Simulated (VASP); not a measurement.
These are r2SCAN meta-GGA, VASP's PBE PAW potentials (set 64) (plane waves; VASP 6.6.1) values and carry that method's errors.

Input for VASP

**INCAR**
```
METAGGA = R2SCAN
LCHARG = .False.
LPEAD = .True.
LASPH = .True.   ! aspherical one-centre terms
ENCUT = 520   ! plane-wave cut-off (eV)
ALGO = Normal
SYSTEM = BaSnO3
LMAXMIX = 4   ! l cut-off of mixed one-centre charges
NBANDS = 75
NELM = 100   ! most electronic steps
LOPTICS = .True.
SIGMA = 0.01   ! width (eV)
NEDOS = 1001   ! DOS grid
CSHIFT = 0.1
LWAVE = .False.
LMIXTAU = .True.
ISMEAR = 0
LREAL = .False.   ! projection in real space or not
PREC = Accurate
EDIFF = 1E-7
```

**KPOINTS**
```
Automatic
0
gamma
  10 10 10
```

**POSCAR**
```
BaSnO3
1
    4.1446870019     0.0000000000    -0.0000000000
   -0.0000000000     4.1446870019    -0.0000000000
    0.0000000000     0.0000000000     4.1446870019
Ba Sn O
1 1 3
Direct
  0.0000000000   0.0000000000   0.0000000000
  0.5000000000   0.5000000000   0.5000000000
  0.5000000000   0.0000000000   0.5000000000
  0.0000000000   0.5000000000   0.5000000000
  0.5000000000   0.5000000000   0.0000000000
```

POTCAR, in this order: Ba_sv Sn_d O (PBE.64 set). Program: vasp_std.

What VASP printed:

**OSZICAR**
```
       N       E                     dE             d eps       ncg     rms          rms(c)
DAV:   1     0.319319262092E+03    0.31932E+03   -0.17300E+04 10728   0.748E+02
DAV:   2    -0.432971021778E+02   -0.36262E+03   -0.31685E+03  9203   0.272E+02
DAV:   3    -0.954185072658E+02   -0.52121E+02   -0.50937E+02  9614   0.724E+01
DAV:   4    -0.970401487842E+02   -0.16216E+01   -0.16189E+01 10216   0.126E+01
DAV:   5    -0.970567473709E+02   -0.16599E-01   -0.16595E-01 10496   0.129E+00    0.135E+01
DAV:   6    -0.825339803777E+02    0.14523E+02   -0.23504E+00 11324   0.216E+01    0.566E+00
DAV:   7    -0.805092386966E+02    0.20247E+01   -0.13582E+00 10175   0.481E+00    0.305E+00
DAV:   8    -0.845360128346E+02   -0.40268E+01   -0.65561E-01  8837   0.338E+00    0.170E+00
DAV:   9    -0.808756369552E+02    0.36604E+01   -0.38946E-01  8908   0.244E+00    0.395E-01
DAV:  10    -0.812979959147E+02   -0.42236E+00   -0.95557E-02  8659   0.121E+00    0.304E-01
DAV:  11    -0.812172747495E+02    0.80721E-01   -0.29682E-02  8998   0.690E-01    0.194E-01
DAV:  12    -0.813245714046E+02   -0.10730E+00   -0.52638E-02  8800   0.915E-01    0.659E-02
DAV:  13    -0.813334575341E+02   -0.88861E-02   -0.45238E-03  9888   0.262E-01    0.312E-02
DAV:  14    -0.813336176515E+02   -0.16012E-03   -0.18591E-04  9881   0.577E-02    0.154E-02
DAV:  15    -0.813337780014E+02   -0.16035E-03   -0.35835E-05  9517   0.258E-02    0.830E-03
DAV:  16    -0.813338526116E+02   -0.74610E-04   -0.18782E-05  9557   0.173E-02    0.355E-03
DAV:  17    -0.813338636658E+02   -0.11054E-04   -0.12728E-06 10069   0.501E-03    0.254E-03
DAV:  18    -0.813338675855E+02   -0.39197E-05   -0.33237E-06  9193   0.746E-03    0.725E-04
DAV:  19    -0.813338689010E+02   -0.13155E-05   -0.61618E-07  9488   0.318E-03    0.440E-04
DAV:  20    -0.813338689057E+02   -0.47094E-08   -0.15532E-08  6985   0.468E-04
   1 F= -.81333869E+02 E0= -.81333869E+02  d E =-.207223E-50
 imaginary and real dielectric function
```

**OUTCAR**
```
------------------------ aborting loop because EDIFF is reached ----------------------------------------
  FORCE on cell =-STRESS in cart. coord.  units (eV):
  Direction    XX          YY          ZZ          XY          YZ          ZX
  --------------------------------------------------------------------------------------
  Total       -0.0020554     -0.0020554     -0.0020554     -0.0000000     -0.0000000      0.0000000
  in kB       -0.0462518     -0.0462518     -0.0462518     -0.0000000     -0.0000000      0.0000000
  external PRESSURE =      -0.0462518 kB  Pullay stress =       0.0000000 kB
  volume of cell :       71.20
      direct lattice vectors                 reciprocal lattice vectors
     4.144687002  0.000000000  0.000000000     0.241272743  0.000000000  0.000000000
     0.000000000  4.144687002  0.000000000     0.000000000  0.241272743  0.000000000
     0.000000000  0.000000000  4.144687002     0.000000000  0.000000000  0.241272743
 POSITION                                       TOTAL-FORCE (eV/Angst)
 -----------------------------------------------------------------------------------
      0.00000      0.00000      0.00000         0.000000      0.000000      0.000000
      2.07234      2.07234      2.07234         0.000000      0.000000      0.000000
      2.07234      0.00000      2.07234         0.000000      0.000000      0.000000
      0.00000      2.07234      2.07234         0.000000      0.000000      0.000000
      2.07234      2.07234      0.00000         0.000000      0.000000      0.000000
 -----------------------------------------------------------------------------------
    total drift:                                0.000000     -0.000000     -0.000000
  FREE ENERGIE OF THE ION-ELECTRON SYSTEM (eV)
  ---------------------------------------------------
  free  energy   TOTEN  =       -81.3338689057 eV

  energy  without entropy=      -81.3338689057  energy(sigma->0) =      -81.33386891

 plasma frequency squared (from intraband transitions) (eV^2)
  --------------------------------------------------------------------------------------
       0.000       0.000       0.000
       0.000       0.000       0.000
       0.000       0.000       0.000

 plasma frequency squared (from interband transitions, int dw w eps(2)(w)) (eV^2)
  --------------------------------------------------------------------------------------
     602.892       0.000      -0.000       0.000       0.000       0.000
      -0.000      -0.000     602.892       0.000       0.000       0.000
       0.000      -0.000       0.000      -0.000     602.892       0.000
```
(Selected blocks of OUTCAR.)

The dielectric response may not be converged in the k-mesh; for small gaps it tends to come out too large.

The compound is BaSnO3 in the cubic perovskite structure. It was relaxed first.
